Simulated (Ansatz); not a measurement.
Input and command of a calculation in Ansatz (plane waves; scalar-relativistic PAW potentials unless the input names others):

```yaml
crystal:
  lattice:
    - [3.8462372431, 0.0, 0.0]
    - [-1.9231186216, 3.3309391615, 0.0]
    - [0.0, 0.0, 6.7454881778]
  atoms:
    - { symbol: Ge, position: [0.6666666667, 0.3333333333, 0.0247403151] }
    - { symbol: Ge, position: [0.3333333333, 0.6666666667, 0.6005029678] }
    - { symbol: Ge, position: [0.6666666667, 0.3333333333, 0.3994970322] }
    - { symbol: Ge, position: [0.3333333333, 0.6666666667, 0.9752596849] }
kpoints:
  mp_grid: { grid: [12, 12, 6] }
hamiltonian:
  xc: pbe
scf:
  occupations: { method: gaussian, width: 0.1 }
output:
  forces: true
  eigenvalues: true
  stress: true
```

```bash
ansatz run input.yaml --threads 1 --pin off --max-ram 1331MiB --backend cpu --events-out ev --progress --plain --runs-dir out
```

Abridged log:
```
Basis set: ecut = 420 eV, 1679 PW (Γ), exchange–correlation on 54×54×96 points (8 copies of the dense FFT grid, shifted against one another)
Bands: 34, of which v1, the nominal top of the filled ones, is band 28 counted from 1 (27 counted from 0)
Symmetry: 12 space group operations
k-points: 100 of 864
SCF iter   1: F=—  HF=-17178.188842 eV  |F-HF|=—  |Δ(HF+E_count)|=         —  Δρ=2.57e-3  dr2=1.87e-2  ethr=1.77e-3  ⟨swp⟩=5.8  Hψ=13093  notcnv=0
SCF iter   2: F=—  HF=-17178.184900 eV  |F-HF|=—  |Δ(HF+E_count)|=   3.94e-3  Δρ=1.70e-3  dr2=2.13e-3  ethr=3.34e-5  ⟨swp⟩=2.0  Hψ=6970  notcnv=0  defer=18
SCF iter   3: F=—  HF=-17178.183880 eV  |F-HF|=—  |Δ(HF+E_count)|=   1.02e-3  Δρ=6.47e-4  dr2=4.31e-4  ethr=3.80e-6  ⟨swp⟩=2.0  Hψ=6094  notcnv=0  defer=18
SCF iter   4: F=—  HF=-17178.183606 eV  |F-HF|=—  |Δ(HF+E_count)|=   2.74e-4  Δρ=2.54e-4  dr2=9.19e-5  ethr=7.70e-7  ⟨swp⟩=2.0  Hψ=5928  notcnv=0  defer=18
SCF iter   5: F=—  HF=-17178.183545 eV  |F-HF|=—  |Δ(HF+E_count)|=   6.11e-5  Δρ=7.39e-5  dr2=6.38e-6  ethr=1.64e-7  ⟨swp⟩=2.2  Hψ=5835  notcnv=0  defer=18
SCF iter   6: F=—  HF=-17178.183545 eV  |F-HF|=—  |Δ(HF+E_count)|=   5.46e-7  Δρ=1.29e-5  dr2=2.16e-7  ethr=1.14e-8  ⟨swp⟩=2.0  Hψ=6048  notcnv=0  defer=18
SCF iter   7: F=-17178.183545 eV  HF=-17178.183545 eV  |F-HF|=6.51e-10  |Δ(HF+E_count)|=   2.04e-7  Δρ=2.01e-6  dr2=3.40e-9  ethr=1.79e-10  ⟨swp⟩=7.7  Hψ=13048  notcnv=0
SCF 1 converged in 7 iterations: F = -17178.183545 eV  dr2 = 3.40e-9
SCF converged after 7 iterations
Free energy (F): -17178.183545 eV
Harris-Foulkes:  -17178.183545 eV  (|F-HF|=6.51e-10)
Internal energy: -17178.174877 eV  (E = F + TS)
E sigma→0 (E₀):  -17178.179211 eV
Entropy (-TS):   -0.008668 eV (-2.167 meV/atom)
Fermi energy:    9.480774 eV
--- Forces (eV/Å), atoms counted from 1 ---
  atom   1  Ge     0.00000000     0.00000000     1.95727467
  atom   2  Ge     0.00000000     0.00000000    -2.11432344
  atom   3  Ge     0.00000000     0.00000000     2.11432344
  atom   4  Ge     0.00000000     0.00000000    -1.95727467
--- Stress (GPa, compression-positive) ---
       14.577712       0.000000       0.000000
        0.000000      14.577712       0.000000
        0.000000       0.000000      -0.614559
  P = ⅓ Tr σ = 9.5136 GPa (95.136 kbar)
```

Apart from outputs and empty bands, the input differs from a reference run on usual settings in basis.ecutwfc: 420 → not typed. The reference, at the same geometry (not necessarily relaxed), gave pressure 9.51 GPa, largest force 2.114 eV/Å, no gap on the mesh. This run converged in 7 SCF iterations (reference: 7) with an energy at zero smearing within 0.01 meV/atom of the reference's, pressure 9.51 GPa, largest force 2.114 eV/Å, no gap on the mesh.